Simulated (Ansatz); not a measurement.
Spin spirals in GdN — Ansatz, plane waves and PAW

Space group Fm-3m (No. 225), 2 atoms in the cell of the first input below: a = 3.535 Å, b = 3.535 Å, c = 3.535 Å, α = 60.00°, β = 60.00°, γ = 60.00°.

The cell was built from a prototype of a structure type listed for this compound, at its measured volume, taken without relaxation (pressure 0.3 GPa with this functional, without spin–orbit coupling). Functional: PBE+U (Gd 6 eV).

Each state is solved self-consistently from atoms in the crystal's own cell, by the generalised Bloch theorem and without spin–orbit coupling. One of the inputs (q = (0.500, 0.000, 0.500)); the others differ in the wave vector alone:

```yaml
crystal:
  lattice:
    - [0.0, 2.4994985661, 2.4994985661]
    - [2.4994985661, 0.0, 2.4994985661]
    - [2.4994985661, 2.4994985661, 0.0]
  atoms:
    - { symbol: Gd, position: [0.5, 0.5, 0.5], spin: 7.63, spin_axis: [1.0, 0.0, 0.0] }
    - { symbol: "N", position: [0.0, 0.0, 0.0] }
basis:
  ecutwfc: 420
  ecutrho_ratio: 4
kpoints:
  mp_grid: { grid: [10, 10, 10] }
hamiltonian:
  xc: pbe
  hubbard: { sites: [{ species: Gd, l: f, u_eff: 6.0 }] }
scf:
  occupations: { method: gaussian, width: 0.05 }
output:
  forces: true
  stress: false
  eigenvalues: true
  populations: true
  hubbard: { sites: [{ species: Gd, l: f }] }
magnetization:
  noncollinear: true
  spin_orbit: false
  spin_spiral: { q: [0.5, 0.0, 0.5] }
```

```bash
ansatz run input.yaml --threads 8 --pin off --max-ram 16384MiB --backend cpu --events-out ev --progress --plain --runs-dir out
```

Time: 2 min on 8 threads of Intel(R) Xeon(R) Platinum 8375C CPU @ 2.90GHz (Ice Lake) (shared host), peak memory 3.5 GiB.

Question: Rank these by energy, lowest first (extrapolated to zero smearing, counted from the spiral at q = 0, meV per cell).
A. q = (0.125, 0.000, 0.125)
B. q = (0.000, 0.000, 0.000)
C. q = (0.500, 0.000, 0.500)
D. q = (0.312, 0.125, 0.312)
E. q = (0.250, 0.000, 0.250)
F. q = (0.188, 0.188, 0.375)
G. q = (0.625, 0.250, 0.625)

Answer: B (0.00), A (2.14), E (6.52), D (6.83), F (8.01), C (9.60), G (10.98).

```
                    order  meV per cell  largest spin moment, Gaussian weights (μB)
q = (0.000, 0.000, 0.000)          0.00                                        6.74
q = (0.500, 0.000, 0.500)          9.60                                        6.72
q = (0.625, 0.250, 0.625)         10.98                                        6.72
q = (0.250, 0.000, 0.250)          6.52                                        6.73
q = (0.312, 0.125, 0.312)          6.83                                        6.72
q = (0.188, 0.188, 0.375)          8.01                                        6.73
q = (0.125, 0.000, 0.125)          2.14                                        6.73
```

The spin moment changes by 0 % over these states. Differences under a few meV may lie within the mesh error, so those places of the ranking aren't settled. 1 further state did not converge in the time given: q = (0.375, 0.000, 0.375).

Caveats: each run may end in a state that is not the lowest; filled bands differ between k-points; only the orders listed are compared, and the order found in nature may be another, or none; the ferromagnetic state is metallic at this level, and the k-mesh was not tested.

Among the spirals computed, parallel alignment is favoured clearly over the short-wavelength orders, in line with the known ferromagnetism of GdN, while its lead over the longest spiral, at 2.14 meV, is too small to be firm. The nearly constant moment fits the half-filled 4f shell of trivalent Gd: turning the spins costs intersite exchange energy and hardly alters the local moment. Since the 4f orbitals are too compact to overlap directly, the coupling probably runs through Gd 5d states, polarised by exchange on the same atom and mixed with N 2p.

GdN is generally regarded as a semiconductor, so the metallic ferromagnetic state probably reflects the functional's underestimate of the p–d gap. The resulting carriers could change the exchange, which makes the spiral energies an uncertain basis for a Curie temperature. The set also omits antiferromagnetic stacking along the cube's body diagonal, the natural rival in a rocksalt lattice when superexchange through the anion dominates.
